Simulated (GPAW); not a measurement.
The system is SnTe.

```
Te Sn
1.0
     0.00000    3.15085    3.15085
     3.15085    0.00000    3.15085
     3.15085    3.15085    0.00000
Te Sn
1 1
Direct
  0.50000 0.50000 0.50000
  0.00000 0.00000 0.00000
```

* Program: GPAW 26.7.0
* Task: relaxation of cell and atoms
* Functional: PBEsol
* Dispersion: D3(BJ)+ATM
* Potentials or basis: PAW data sets generated in the run's folder for this functional
* Cutoff: 600 eV
* Basis: pw
* k mesh: 7 × 7 × 7
* Occupations: fermi-dirac, width 0.05 eV
* Spin: no spin polarisation

At the start: pressure -2.5 GPa; volume 31.28 Å³/atom.

Question: How do energy, volume and symmetry change on relaxing?

Answer: Over 4 steps the energy falls by 13.0 meV/atom and the volume is 29.66 Å³/atom (-5.2 %); space group Fm-3m (No. 225, to 0.05 Å).

The path:
```
step  energy change (eV)  largest force (eV/Å)  pressure (GPa)  volume (Å³)
   1              0.0000                0.0000           -2.46        62.56
   2             -0.0089                0.0000           -2.03        61.92
   3             -0.0258                0.0000            0.17        59.13
   4             -0.0259                0.0000           -0.01        59.33
```

Final structure:
```
CELL_PARAMETERS angstrom
0.00000 3.09562 3.09562
3.09562 0.00000 3.09562
3.09562 3.09562 0.00000
ATOMIC_POSITIONS crystal
Te 0.50000 0.50000 0.50000
Sn 0.00000 0.00000 0.00000
```

Caveat: later steps reuse the first step's grids.
